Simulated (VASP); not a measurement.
Write the native input for VASP 6.6.1 that does the following.

```yaml
Task: single point
Functional: PBE
Potentials_or_basis: VASP PAW PBE potentials, release 64 (Mg, B)
Cutoff: 520 eV
k_mesh: 10 × 10 × 8
Occupations: fermi-dirac, width 0.05 eV
Spin: no spin polarisation
Further_INCAR_settings: ALGO = Normal; EDIFF = 1e-07; NBANDS = 11
```

The structure of MgB2 lies in POSCAR:

```
MgB2
1.0
    3.0850000000      0.0000000000      0.0000000000
   -1.5425000000      2.6716883707      0.0000000000
    0.0000000000      0.0000000000      3.5230000000
Mg B
1 2
Direct
    0.0000000000      0.0000000000      0.0000000000
    0.6666666667      0.3333333333      0.5000000000
    0.3333333333      0.6666666667      0.5000000000
```

These files were run (other wordings do the same):

INCAR

```
PREC     = Accurate       # precision mode
ENCUT    = 520            # plane-wave cutoff, eV
EDIFF    = 1E-7           # SCF threshold, eV
ISMEAR   = -1             # smearing method
SIGMA    = 0.05           # smearing width, eV
LREAL    = F              # projectors in reciprocal space
LASPH    = T              # aspherical terms in the spheres
NELM     = 100            # most SCF steps
ALGO     = Normal         # electronic algorithm
ISIF     = 2              # what is computed and relaxed
LWAVE    = F              # write WAVECAR
LCHARG   = F              # write CHGCAR
GGA      = PE             # functional
NBANDS   = 11             # bands
```

KPOINTS

```
Automatic mesh
0
Gamma
  10 10 8
```

Potentials or basis: VASP PAW PBE potentials, release 64 (Mg, B).

The run is started by

```sh
$ cat potpaw_PBE.64/Mg/POTCAR potpaw_PBE.64/B/POTCAR > POTCAR
$ mpirun -np 1 vasp_std > vasp.out
```

Results of the run:

```
Pressure               : -1.2 GPa
Band gap on the k mesh : none (metal or under the smearing width)
```

It took 17 s on 1 thread of Intel(R) Xeon(R) Platinum 8488C (Sapphire Rapids), on a shared host, peak memory 0.15 GiB.
